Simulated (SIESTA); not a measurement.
AlN:

```
Al N
1.0
     0.00000    2.03452    2.03452
     2.03452    0.00000    2.03452
     2.03452    2.03452    0.00000
Al N
1 1
Direct
  0.50000 0.50000 0.50000
  0.00000 0.00000 0.00000
```

Measurements of this composition are mostly on another form, of space group No. 186.

| Quantity | Value |
| --- | --- |
| Program | SIESTA 5.4.2 |
| Task | relaxation of cell and atoms |
| Functional | optB88-vdW |
| Potentials or basis | PseudoDojo 0.4 standard (PBE files) |
| Basis | DZ (energy shift 0.002 Ry; radii capped at 9.5 bohr) |
| Grid cutoff | 1200 Ry |
| Energy shift | 0.002 Ry |
| k mesh | 8 × 8 × 8 |
| Occupations | fermi-dirac, width 0.05 eV |
| Spin | no spin polarisation |

At the start: pressure 22.6 GPa; volume 8.42 Å³/atom.

Problem. Where does the relaxation end?

Solution. Over 5 steps the energy falls by 37.9 meV/atom and the volume is 9.00 Å³/atom (+6.8 %); space group Fm-3m (No. 225, to 0.05 Å).

The path:
| step | energy change (eV) | largest force (eV/Å) | pressure (GPa) | volume (Å³) |
| --- | --- | --- | --- | --- |
| 1 | 0.0000 | 0.0000 | 22.55 | 16.84 |
| 2 | -0.0132 | 0.0000 | 20.24 | 16.94 |
| 3 | -0.0750 | 0.0000 | 1.84 | 17.88 |
| 4 | -0.0757 | 0.0000 | -0.07 | 18.00 |
| 5 | -0.0757 | 0.0000 | 0.01 | 17.99 |

Final structure:
```xyz
2
Lattice="0.0000 2.0798 2.0798 2.0798 0.0000 2.0798 2.0798 2.0798 0.0000" Properties=species:S:1:pos:R:3 pbc="T T T"
Al    2.0798    2.0798    2.0798
N     0.0000    0.0000    0.0000
```

Caveat: the basis has no polarisation orbitals; the potentials were made for another functional, which shifts forces and pressure; the basis of atomic orbitals isn't converged, which shifts pressures, moduli and gaps.
